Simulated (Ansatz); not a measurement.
## CdS, one structure, two calculations

Cell: a COD entry, its atoms then relaxed with PBE in this cell.

```xyz
4
Lattice="4.1500 0.0000 0.0000 -2.0750 3.5940 0.0000 0.0000 0.0000 6.7370" Properties=species:S:1:pos:R:3 pbc="T T T"
Cd    0.0000    2.3960   -0.0069
Cd    2.0750    1.1980    3.3616
S     0.0000    2.3960    2.5333
S     2.0750    1.1980    5.9018
```

Atoms are numbered from 1 in the order listed; like atoms form one site, named after its first atom.

First run. The numbers come from a DFT calculation in Ansatz (PBE, plane waves and PAW, scalar-relativistic, 420 eV cutoff, Γ-centred 12×12×7 k-points, Fermi–Dirac smearing 0.02 eV).

| site | atom | V_zz (10²¹ V/m²) | η |
| --- | --- | --- | --- |
| Cd | 1 | 0.29 | 0.00 |
| S | 3 | -0.066 | 0.00 |

Second run. The same atoms and settings, except that the functional is LDA.

**Question.** Given the first result, estimate the second.

**Answer.** 

```tsv
site	atom	V_zz	η	change of V_zz
Cd	1	0.26	0.00	-0.03
S	3	-0.087	0.00	-0.02
```

The largest change of V_zz is on Cd, from 0.29 to 0.26.

For the first run: Without spin–orbit coupling (the program notes it for Cd) the gradients are little affected as a rule: paired runs on crystals with a gap mostly move them by under 2 % at such atoms.
For the second run: Without spin–orbit coupling (the program notes it for Cd) the gradients can shift somewhat, as the gap is small.
